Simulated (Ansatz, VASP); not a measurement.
# W in VASP and in Ansatz

Contents of INCAR:

```
SYSTEM = W
ALGO     = Fast           ! electronic algorithm
EDIFF    = 1E-7           ! SCF threshold, eV
ENCUT    = 520            ! plane-wave cutoff, eV
GGA      = PS             ! functional
ISIF     = 2              ! what is computed and relaxed
ISMEAR   = 0              ! smearing method
LASPH    = .TRUE.         ! aspherical terms in the spheres
LCHARG   = .FALSE.        ! write CHGCAR
LREAL    = .FALSE.        ! projectors in reciprocal space
LWAVE    = .FALSE.        ! write WAVECAR
NBANDS   = 13             ! bands
NELM     = 80             ! most SCF steps
PREC     = Accurate       ! precision mode
SIGMA    = 0.15           ! smearing width, eV
```

File KPOINTS:

```
k-points
0
G
  20 20 20
  0 0 0
```

POSCAR

```
W
1.0
    0.0000000000      2.0300000000      1.9691000000
    2.0300000000      0.0000000000      1.9691000000
    2.0300000000      2.0300000000      0.0000000000
W
1
Direct
    0.0000000000      0.0000000000      0.0000000000
```

Input for Ansatz:

```yaml
crystal:
  lattice:
    - [0.0, 2.03, 1.9691]
    - [2.03, 0.0, 1.9691]
    - [2.03, 2.03, 0.0]
  atoms:
    - { symbol: W, position: [0.0, 0.0, 0.0] }
basis:
  ecutwfc: 420
kpoints:
  mp_grid: { grid: [20, 20, 20] }
hamiltonian:
  xc: pbesol
scf:
  occupations: { method: gaussian, width: 0.15 }
output:
  forces: true
  stress: true
  eigenvalues: true
```

Change from the starting cell: strain +0.000 along x and y, -0.030 along z, atoms carried along.

Alike in both runs: task single point; functional PBEsol; k mesh 20 × 20 × 20; occupations gaussian, width 0.15 eV; no spin polarisation.

```csv
,VASP,Ansatz
version,VASP 6.6.1,Ansatz 0.2.0
potentials or method,"VASP PAW PBE potentials, release 64 (W_sv)","scalar-relativistic, plane waves, PAW"
plane-wave cutoff (eV),520,420
valence electrons in the cell,14,14
```

Ansatz gave:

- gap on the k mesh at the Fermi level (eV): none
- pressure (GPa): -4.6
- largest component of the traceless stress (GPa): 6.91

Problem. What did VASP give for the same quantities?

Solution. gap on the k mesh at the Fermi level (eV): none; pressure (GPa): -4.0; largest component of the traceless stress (GPa): 6.98.

A gap of «none» marks a metal or a gap that the smearing closes. With one functional, cell and mesh, what is left measures potentials, basis and numerics.

Caveats: the PAW data sets were made with another functional, which shifts forces and pressure a little (VASP). The runs have no spin-orbit coupling, so splittings on W are missing.
